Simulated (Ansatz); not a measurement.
# Gradients in TaSi2 at several cell volumes

Reference cell: a COD entry, whose atoms a relaxation with PBE at fixed cell left in place.

Space group P6_422 (No. 181); a = 4.7839, c = 6.5700 Å, γ = 120.00°.

```csv
site,Wyckoff,site symmetry,x,y,z
Ta,3c,222,0.5000,0.0000,0.0000
Si,6i,..2,0.1590,0.3179,0.0000
```

One atom of each set is listed.

Computed with Ansatz: DFT, PBE, plane waves and PAW, scalar-relativistic, 420 eV cutoff, Γ-centred 11×11×7 k-points, Fermi–Dirac smearing 0.05 eV.

The cell is scaled uniformly, and the ions relax again at each size.

Question: How do the gradients (10²¹ V/m²) respond?

Answer: 

| V/V₀ | Ta V_zz (η) | Si V_zz (η) |
| --- | --- | --- |
| 0.94 | 6.60 (0.93) | -2.75 (0.48) |
| 0.96 | 6.60 (0.89) | -2.76 (0.49) |
| 0.98 | 6.57 (0.84) | -2.76 (0.49) |
| 1.00 | 6.53 (0.81) | -2.76 (0.50) |
| 1.02 | 6.47 (0.77) | -2.76 (0.51) |
| 1.04 | 6.40 (0.74) | -2.77 (0.52) |
| 1.06 | 6.32 (0.71) | -2.77 (0.52) |

Logarithmic slopes d ln|V_zz|/d ln V over the series: Ta -0.4, Si 0.0. Point charges on a uniformly scaled lattice would give −1; charge that moves in the bonds makes the difference.

With no gap above 0.1 eV, as in a metal, the gradients converge slowly in k; expect changes of a tenth or more on a denser mesh. Without spin–orbit coupling the gradients at and beside Ta can be off by some per cent, at some sites by more. With these PAW files V_zz is typically within 2 to 3 % of all-electron values, but misses above 10 % occur on Ta.
